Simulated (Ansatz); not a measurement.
# CdSe (Cadmoselite) (P6_3mc) in Ansatz: convergence with wavefunction cutoff

Aim: find how far wavefunction cutoff must go before the results for CdSe (Cadmoselite) settle, at LDA. This setting moves, with any that are tied to it; all else stays.

Program: Ansatz 0.2.0. These are calculated values, not measurements. Logs are shortened: lines on timing, memory, paths and dates and some standing lists are left out, and cuts for length are marked.

### Step 1. The crystal as given

The structure is hexagonal, space group P6_3mc (No. 186). Conventional cell: a = 4.300 Å, b = 4.300 Å, c = 7.020 Å, α = 90.00°, β = 90.00°, γ = 120.00°. Cd (site symmetry 3m) is surrounded by 4 Se at 2.61 to 2.70 Å. Around Se (site symmetry 3m) lie 4 Cd at 2.61 to 2.70 Å.

### Step 2. With wavefunction cutoff 200 eV

input.yaml reads:

```yaml
crystal:
  lattice:
    - [4.3, 0.0, 0.0]
    - [-2.15, 3.7239092363, 0.0]
    - [0.0, 0.0, 7.02]
  atoms:
    - { symbol: Cd, position: [0.6666666667, 0.3333333333, 0.5] }
    - { symbol: Cd, position: [0.3333333333, 0.6666666667, 0.0] }
    - { symbol: Se, position: [0.6666666667, 0.3333333333, 0.885] }
    - { symbol: Se, position: [0.3333333333, 0.6666666667, 0.385] }
hamiltonian:
  xc: lda
  pseudopotentials: { kind: paw }
kpoints:
  mp_grid: { grid: [6, 6, 3] }
scf:
  occupations: { method: fermi_dirac, width: 0.1 }
output:
  forces: true
  stress: true
  eigenvalues: true
basis:
  ecutwfc: "200 eV"
```

Potentials or basis: Ansatz PAW.

On the command line:

```sh
$ ansatz run input.yaml --threads 2 --pin off --max-ram 5632MiB --backend cpu --events-out ev --progress --plain --runs-dir out
```

Standard output:

```text
Warning: basis.ecutwfc = 200 eV is below the records' recommended 420 eV, and the density's cutoff is lower with it unless basis.ecutrho_ratio is high enough to keep the records' density cutoff: compare with a run at a higher cutoff
Warning: RAYON_NUM_THREADS=2 ignored (pool sized by the plan → 2); use --threads N
Engine: ansatz 0.2.0, x86_64-unknown-linux-gnu
Pseudopotentials: kind: paw
Pseudopotential: Cd, paw, valence charge 20, recommended cutoff 420 eV (normal), Cd.paw.azcp
Pseudopotential: Se, paw, valence charge 16, recommended cutoff 420 eV (normal), Se.paw.azcp
Functional definition: SPW92
  exchange = slater_x
  correlation = pw_c
Crystal: 4 atoms, lattice volume = 112.410 Å³
Basis set: ecut = 200 eV, 701 PW (Γ)
Bands: 44, of which v1, the nominal top of the filled ones, is band 36 counted from 1 (35 counted from 0)
Symmetry: 12 space group operations
Space group: P63mc (ITA 186), of the structure as read, at distance tolerance 4.8e-5 Å
k-points: 14 of 108 (time reversal used)
Non-local potential: Cd, projectors of the file, l = 0: 3, l = 1: 2, l = 2: 2, l = 3: 1
Non-local potential: Se, projectors of the file, l = 0: 2, l = 1: 2, l = 2: 3, l = 3: 1
PAW form: soft (Blöchl's): semilocal exchange-correlation on the pseudo side does not see the compensation charge
[... 28 lines left out ...]
--- Per-component energies (eV) ---
  E_band       = -1940.888653
  E_kinetic    = 1345.283402
  E_local      = -12734.704306  (includes V_loc(G=0)·N_el)
  E_nonlocal   = -1100.237824
  E_hartree    = 6003.777465
  E_xc         = -575.583734
  E_vxc        = -662.366563  (∫ρ·V_xc dr)
  E_paw        = -11594.159481  (= ΣΔE_a)
  E_vpaw       = -796.385569  (= ΣTr[D̂ρ^β])
  E_aug_tail   = -0.035481  (compensation charges beyond the density's cutoff)
  E_ewald      = -8323.002769
  E_core_change = 5.967862  (= ΣΔE_core)
  E_smearing   = -0.003563  (= −TS)
  E_closure    = 0.000000  (closes the sum)
  Σ components = -26972.698428   (vs F -26972.698428, Δ=0.00e0)
--- Forces (eV/Å), atoms counted from 1 ---
  atom   1  Cd     0.00000000     0.00000000     0.29228281
  atom   2  Cd     0.00000000    -0.00000000     0.29228281
  atom   3  Se     0.00000000     0.00000000    -0.29232203
  atom   4  Se    -0.00000000    -0.00000000    -0.29232203
  max |Σ_I F_I| component: 7.84e-5 eV/Å
--- Stress (GPa, compression-positive) ---
       -0.579730       0.000000       0.000000
        0.000000      -0.579730       0.000000
        0.000000       0.000000      -2.349246
  P = ⅓ Tr σ = -1.1696 GPa (-11.696 kbar)
--- Band table (eV; the first three rows and the last of 14) ---
  k-point 0: bands = ["-97.9709", "-97.9279", "-58.5162", "-58.4508", "-58.4508", "-58.4501", "-58.3916", "-58.3916", "-42.8125", "-42.8125", "-42.7367", "-42.7367", "-42.7304", "-42.7254", "-42.7248", "-42.7248", "-42.6956", "-42.6956", "-5.6079", "-5.2753", "-1.6200", "-1.6200", "-1.6053", "-1.6053", "-1.5573", "-1.3651", "-1.3651", "-1.2971", "-1.2971", "-0.9597", "2.8004", "6.3584", "6.3584", "7.0376", "7.0466", "7.0466", "7.4407", "8.9781", "13.1430", "13.1430", "13.3703", "14.2441"]
  k-point 1: bands = ["-98.0192", "-97.9558", "-58.5956", "-58.4861", "-58.4861", "-58.4566", "-58.4376", "-58.4376", "-42.8494", "-42.8494", "-42.7953", "-42.7694", "-42.7694", "-42.7529", "-42.7529", "-42.7316", "-42.7316", "-42.7113", "-5.5241", "-5.3693", "-1.7991", "-1.7991", "-1.7029", "-1.7029", "-1.4731", "-1.4731", "-1.4333", "-1.4227", "-1.3871", "-1.3871", "3.5740", "5.3096", "6.5037", "6.5037", "6.8468", "6.8468", "8.8769", "9.1278", "12.6817", "13.2624", "13.2624", "13.4493"]
  k-point 2: bands = ["-97.9857", "-97.9683", "-58.5195", "-58.4938", "-58.4924", "-58.4631", "-58.4474", "-58.4395", "-42.8292", "-42.8194", "-42.8120", "-42.7803", "-42.7682", "-42.7531", "-42.7439", "-42.7399", "-42.7228", "-42.7192", "-5.5321", "-5.2411", "-1.7936", "-1.7497", "-1.6656", "-1.6296", "-1.5682", "-1.5679", "-1.4387", "-1.3761", "-1.3304", "-0.9531", "2.9494", "5.2323", "5.5182", "6.0112", "6.8090", "6.8569", "8.8629", "9.9945", "12.3478", "13.3654", "13.5233", "14.0071"]
  k-point 13: bands = ["-98.0287", "-98.0287", "-58.5825", "-58.5578", "-58.5578", "-58.5275", "-58.5001", "-58.5001", "-42.8497", "-42.8497", "-42.8484", "-42.8461", "-42.8223", "-42.8223", "-42.8205", "-42.7727", "-42.7727", "-42.7542", "-5.2047", "-5.2047", "-1.8133", "-1.7864", "-1.7773", "-1.7773", "-1.6577", "-1.5968", "-1.5968", "-1.4910", "-1.1103", "-1.1103", "2.9106", "2.9106", "4.2668", "4.9048", "5.8221", "5.8221", "10.9794", "10.9794", "12.1587", "13.2566", "13.2566", "13.5337"]
```

It took 2.1 s on 2 threads of Intel Xeon at 2.50GHz (Skylake/Cascade Lake), shared host; peak memory 0.31 GiB.

Results:

```
Free energy            : -26972.6984 eV
Pressure               : -1.2 GPa
Largest force          : 0.292 eV/Å
Band gap on the k mesh : 0.39 eV, direct
```

### Step 3. With wavefunction cutoff 250 eV

input.yaml, as its differences from that of step 2:

```diff
@@ -22,2 +22,2 @@
 basis:
-  ecutwfc: "200 eV"
+  ecutwfc: "250 eV"
```

Potentials or basis: Ansatz PAW.

On the command line:

```sh
$ ansatz run input.yaml --threads 2 --pin off --max-ram 5632MiB --backend cpu --events-out ev --progress --plain --runs-dir out
```

It took 2.3 s on 2 threads of Intel Xeon at 2.50GHz (Skylake/Cascade Lake), shared host; peak memory 0.33 GiB.

What came out:

- Free energy: -27000.3984 eV
- Pressure: -1.9 GPa
- Largest force: 0.198 eV/Å
- Band gap on the k mesh: 0.44 eV, direct

### Step 4. With wavefunction cutoff 300 eV

input.yaml, as its differences from that of step 3:

```diff
@@ -22,2 +22,2 @@
 basis:
-  ecutwfc: "250 eV"
+  ecutwfc: "300 eV"
```

On the command line:

```sh
$ ansatz run input.yaml --threads 2 --pin off --max-ram 5632MiB --backend cpu --events-out ev --progress --plain --runs-dir out
```

Wall time 2.6 s (2 threads of Intel Xeon at 2.50GHz (Skylake/Cascade Lake), shared host); peak memory 0.34 GiB.

What came out:

```yaml
Free_energy: -27004.1116 eV
Pressure: -1.7 GPa
Largest_force: 0.257 eV/Å
Band_gap_on_the_k_mesh: 0.43 eV, direct
```

### Step 5. With wavefunction cutoff 350 eV

input.yaml, as its differences from that of step 4:

```diff
@@ -22,2 +22,2 @@
 basis:
-  ecutwfc: "300 eV"
+  ecutwfc: "350 eV"
```

On the command line:

```sh
$ ansatz run input.yaml --threads 2 --pin off --max-ram 5632MiB --backend cpu --events-out ev --progress --plain --runs-dir out
```

It took 3.4 s on 2 threads of Intel Xeon at 2.50GHz (Skylake/Cascade Lake), shared host; peak memory 0.35 GiB.

What came out:

* Free energy: -27004.4093 eV
* Pressure: -1.8 GPa
* Largest force: 0.255 eV/Å
* Band gap on the k mesh: 0.43 eV, direct

### Step 6. With wavefunction cutoff 400 eV

input.yaml, as its differences from that of step 5:

```diff
@@ -22,2 +22,2 @@
 basis:
-  ecutwfc: "350 eV"
+  ecutwfc: "400 eV"
```

Potentials or basis: Ansatz PAW.

On the command line:

```sh
$ ansatz run input.yaml --threads 2 --pin off --max-ram 5632MiB --backend cpu --events-out ev --progress --plain --runs-dir out
```

Wall time 4.1 s (2 threads of Intel Xeon at 2.50GHz (Skylake/Cascade Lake), shared host); peak memory 0.37 GiB.

The run converged. Its results:

```yaml
Free_energy: -27004.4187 eV
Pressure: -1.8 GPa
Largest_force: 0.255 eV/Å
Band_gap_on_the_k_mesh: 0.43 eV, direct
```

### Step 7. With wavefunction cutoff 450 eV

input.yaml, as its differences from that of step 6:

```diff
@@ -22,2 +22,2 @@
 basis:
-  ecutwfc: "400 eV"
+  ecutwfc: "450 eV"
```

On the command line:

```sh
$ ansatz run input.yaml --threads 2 --pin off --max-ram 5632MiB --backend cpu --events-out ev --progress --plain --runs-dir out
```

Run time: 3.9 s. Hardware: 2 threads of Intel Xeon at 2.50GHz (Skylake/Cascade Lake), shared host; peak memory 0.38 GiB.

Results (log left out):

```
Free energy            : -27004.4216 eV
Pressure               : -1.8 GPa
Largest force          : 0.255 eV/Å
Band gap on the k mesh : 0.43 eV, direct
```

### Step 8. With wavefunction cutoff 500 eV

input.yaml, as its differences from that of step 7:

```diff
@@ -22,2 +22,2 @@
 basis:
-  ecutwfc: "450 eV"
+  ecutwfc: "500 eV"
```

On the command line:

```sh
$ ansatz run input.yaml --threads 2 --pin off --max-ram 5632MiB --backend cpu --events-out ev --progress --plain --runs-dir out
```

It took 4.7 s on 2 threads of Intel Xeon at 2.50GHz (Skylake/Cascade Lake), shared host; peak memory 0.4 GiB.

The run converged. Its results:

| Item | Value |
| --- | --- |
| Free energy | -27004.4234 eV |
| Pressure | -1.8 GPa |
| Largest force | 0.255 eV/Å |
| Band gap on the k mesh | 0.43 eV, direct |

### Step 9. With wavefunction cutoff 600 eV

input.yaml, as its differences from that of step 8:

```diff
@@ -22,2 +22,2 @@
 basis:
-  ecutwfc: "500 eV"
+  ecutwfc: "600 eV"
```

Potentials or basis: Ansatz PAW.

On the command line:

```sh
$ ansatz run input.yaml --threads 2 --pin off --max-ram 5632MiB --backend cpu --events-out ev --progress --plain --runs-dir out
```

Wall time 5.2 s (2 threads of Intel Xeon at 2.50GHz (Skylake/Cascade Lake), shared host); peak memory 0.44 GiB.

The run converged. Its results:

| Quantity | Value |
| --- | --- |
| Free energy | -27004.4247 eV |
| Pressure | -1.8 GPa |
| Largest force | 0.255 eV/Å |
| Band gap on the k mesh | 0.43 eV, direct |

### Step 10. With wavefunction cutoff 800 eV

input.yaml, as its differences from that of step 9:

```diff
@@ -22,2 +22,2 @@
 basis:
-  ecutwfc: "600 eV"
+  ecutwfc: "800 eV"
```

On the command line:

```sh
$ ansatz run input.yaml --threads 2 --pin off --max-ram 5632MiB --backend cpu --events-out ev --progress --plain --runs-dir out
```

It took 7.2 s on 2 threads of Intel Xeon at 2.50GHz (Skylake/Cascade Lake), shared host; peak memory 0.52 GiB.

It converged, with:

- Free energy: -27004.4259 eV
- Pressure: -1.8 GPa
- Largest force: 0.255 eV/Å
- Band gap on the k mesh: 0.43 eV, direct

### Step 11. Summary

| wavefunction cutoff | energy less the tightest run, at zero smearing (meV/atom) | pressure (GPa) | largest force (eV/Å) | gap on the mesh (eV) | SCF cycles | CPU time (s) | peak memory (GiB) |
| --- | --- | --- | --- | --- | --- | --- | --- |
| 200 eV | 7931.92 | -1.17 | 0.292 | 0.394 | 8 | 3.8 | 0.31 |
| 250 eV | 1006.87 | -1.90 | 0.198 | 0.440 | 7 | 4.1 | 0.33 |
| 300 eV | 78.59 | -1.66 | 0.257 | 0.431 | 7 | 4.8 | 0.34 |
| 350 eV | 4.16 | -1.78 | 0.255 | 0.429 | 7 | 6.2 | 0.35 |
| 400 eV | 1.80 | -1.78 | 0.255 | 0.428 | 7 | 7.7 | 0.37 |
| 450 eV | 1.08 | -1.78 | 0.255 | 0.429 | 7 | 7.3 | 0.38 |
| 500 eV | 0.64 | -1.78 | 0.255 | 0.429 | 7 | 8.8 | 0.4 |
| 600 eV | 0.31 | -1.78 | 0.255 | 0.428 | 7 | 9.8 | 0.44 |
| 800 eV | 0.00 | -1.78 | 0.255 | 0.428 | 7 | 14 | 0.52 |

Against the tightest run, the energy stays within 1 meV/atom from 500 eV on; the pressure stays within 0.1 GPa from 350 eV on; the largest force stays within 0.005 eV/Å from 300 eV on; the gap on the mesh stays within 0.01 eV from 300 eV on. The tightest run that finished is the yardstick and may itself not be fully converged.

Caveats: odd divisions of the mesh miss points on the zone boundary, where band edges often lie, so the gap on the mesh can be too wide; the PAW data sets come from PBE, with cores solved anew for the run's functional, which leaves a small shift of forces and pressure.
